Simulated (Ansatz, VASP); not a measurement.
One calculation of SnSe, two programs

Contents of INCAR:

```
SYSTEM = SnSe
PREC = Accurate ; ENCUT = 520
EDIFF = 1E-6 ; ISMEAR = -1
SIGMA = 0.1 ; LREAL = .FALSE.
LASPH = .TRUE. ; NELM = 60
ALGO = Normal ; ISIF = 2
LWAVE = .FALSE. ; LCHARG = .FALSE.
GGA = PE ; NBANDS = 17
```

The input KPOINTS:

```
regular mesh
0
G
  14 14 14
  0 0 0
```

The input POSCAR:

```
SnSe
1.0
    3.5530453906      0.0000000000      0.0000000000
    0.0000000000      3.5530453906      0.0000000000
    0.0000000000      0.0000000000      3.5530453906
Sn Se
1 1
Direct
    0.0000000000      0.0000000000      0.0000000000
    0.5000000000      0.5000000000      0.5000000000
```

Input for Ansatz:

```yaml
crystal:
  lattice:
    - [3.5530453906, 0.0, 0.0]
    - [0.0, 3.5530453906, 0.0]
    - [0.0, 0.0, 3.5530453906]
  atoms:
    - { symbol: Sn, position: [0.0, 0.0, 0.0] }
    - { symbol: Se, position: [0.5, 0.5, 0.5] }
kpoints:
  mp_grid: { grid: [14, 14, 14] }
scf:
  occupations: { method: fermi_dirac, width: 0.1 }
hamiltonian:
  xc: pbe
  pseudopotentials: { kind: all_electron, lapw: { basis_error: 0.001 } }
output:
  forces: true
  stress: true
  eigenvalues: true
  populations: true
```

Change from the starting cell: volume scaled by 0.9, LAPW.

Alike in both runs: task single point; functional PBE; k mesh 14 × 14 × 14; occupations fermi-dirac, width 0.1 eV; no spin polarisation.

```csv
,VASP,Ansatz
version,VASP 6.6.1,Ansatz 0.2.0
potentials or method,"VASP PAW PBE potentials, release 64 (Sn_d, Se)","all-electron LAPW, scalar-relativistic"
plane-wave cutoff (eV),520,see its input
```

```tsv
	VASP	Ansatz	Ansatz less VASP
pressure (GPa)	6.3	6.3	-0.01
```

Ansatz ran all-electron here, so the differences hold the error of VASP's frozen core and of both bases.
